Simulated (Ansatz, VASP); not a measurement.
**RuS2 in VASP and in Ansatz**

The input INCAR:

```
SYSTEM = RuS2
PREC = Accurate
ENCUT = 520
EDIFF = 1E-8
ISMEAR = -1
SIGMA = 0.05
LREAL = .FALSE.
LASPH = .TRUE.
NELM = 100
ALGO = Fast
ISIF = 2
LWAVE = .FALSE.
LCHARG = .FALSE.
GGA = PS
LEFG = .TRUE.
NBANDS = 20
```

File KPOINTS:

```
Automatic mesh
0
G
  12 12 7
  0 0 0
```

POSCAR

```
RuS2
1.0
    3.4427884332      0.0000000000      0.0000000000
   -1.7213942166      2.9815422430      0.0000000000
    0.0000000000      0.0000000000      5.1133983325
Ru S
1 2
Direct
    0.0000000000      0.0000000000      0.0000000000
    0.3333333333      0.6666666667      0.2536057355
    0.6666666667      0.3333333333      0.7463942645
```

Input for Ansatz:

```yaml
crystal:
  lattice:
    - [3.4427884332, 0.0, 0.0]
    - [-1.7213942166, 2.981542243, 0.0]
    - [0.0, 0.0, 5.1133983325]
  atoms:
    - { symbol: Ru, position: [0.0, 0.0, 0.0] }
    - { symbol: S, position: [0.3333333333, 0.6666666667, 0.2536057355] }
    - { symbol: S, position: [0.6666666667, 0.3333333333, 0.7463942645] }
kpoints:
  mp_grid: { grid: [12, 12, 7] }
  band_path:
    path:
      - [0.0, 0.0, 0.0]
      - [0.5, 0.0, 0.0]
      - [0.3333333333, 0.3333333333, 0.0]
      - [0.0, 0.0, 0.0]
      - [0.0, 0.0, 0.5]
      - [0.5, 0.0, 0.5]
      - [0.3333333333, 0.3333333333, 0.5]
      - [0.0, 0.0, 0.5]
      - [0.5, 0.0, 0.5]
    npoints: 5
scf:
  occupations: { method: fermi_dirac, width: 0.05 }
hamiltonian:
  xc: pbesol
  pseudopotentials: { kind: paw }
output:
  forces: true
  stress: true
  eigenvalues: true
  efg: { contact_densities: true }
  write_density: true
  write_potential: true
  elf: true
  volumetric_format: npy
```

Alike in both runs: task electric field gradients; functional PBEsol; k mesh 12 × 12 × 7; occupations fermi-dirac, width 0.05 eV; no spin polarisation.

```csv
,VASP,Ansatz
version,VASP 6.6.1,Ansatz 0.2.0
potentials or method,"VASP PAW PBE potentials, release 64 (Ru_pv, S)","PAW with Ansatz's default frozen-core files, scalar-relativistic"
plane-wave cutoff (eV),520,420
valence electrons in the cell,26,28
```

VASP gave:

| Item | Value |
| --- | --- |
| pressure (GPa) | -5.5 |
| largest component of the traceless stress (GPa) | 0.29 |
| rms of the force components (eV/Å) | 0.115 |
| Vzz of the field gradient on the site that differs most (V/Å²) | -12.6 |

**Question.** Estimate Ansatz's values.

**Answer.** Pressure (GPa): -5.4; largest component of the traceless stress (GPa): 0.21; rms of the force components (eV/Å): 0.111; Vzz of the field gradient on the site that differs most (V/Å²): -8.3.

Atom by atom the forces differ by 0.004 eV/Å (rms over components). The functional is the same, so the differences come from potentials, cutoffs and numerics. The two sets of potentials don't hold the same shells in valence. Ansatz warned: «gradients_without_spin_orbit».

Caveats: the PAW data sets were made with another functional, which shifts forces and pressure a little (VASP).
